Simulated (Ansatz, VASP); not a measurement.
## Two plane-wave programs on ZnS

```
Zn S
1.0
     0.00000    2.68787    2.68787
     2.68787    0.00000    2.68787
     2.68787    2.68787    0.00000
Zn S
1 1
Direct
  0.25000 0.25000 0.25000
  0.00000 0.00000 0.00000
```

Alike in both runs: functional PBE; dispersion D3(BJ); k mesh 10 × 10 × 10; occupations gaussian, width 0.02 eV; no spin polarisation.

Ansatz relaxed the structure, and its values are those at the end. VASP's run is a single point on that final structure, the one shown.

|  | VASP | Ansatz |
| --- | --- | --- |
| version | VASP 6.6.1 | Ansatz 0.2.0 |
| potentials or method | VASP PAW PBE potentials, release 64 (Zn, S) | scalar-relativistic, plane waves, PAW |
| plane-wave cutoff (eV) | 520 | 420 |
| valence electrons in the cell | 18 | 18 |

```csv
,VASP,Ansatz,Ansatz less VASP
gap on the k mesh at the Fermi level (eV),2.18,2.18,-0.006
least direct gap on the mesh (eV),2.18,2.18,-0.006
pressure (GPa),0.2,0.0,-0.18
```
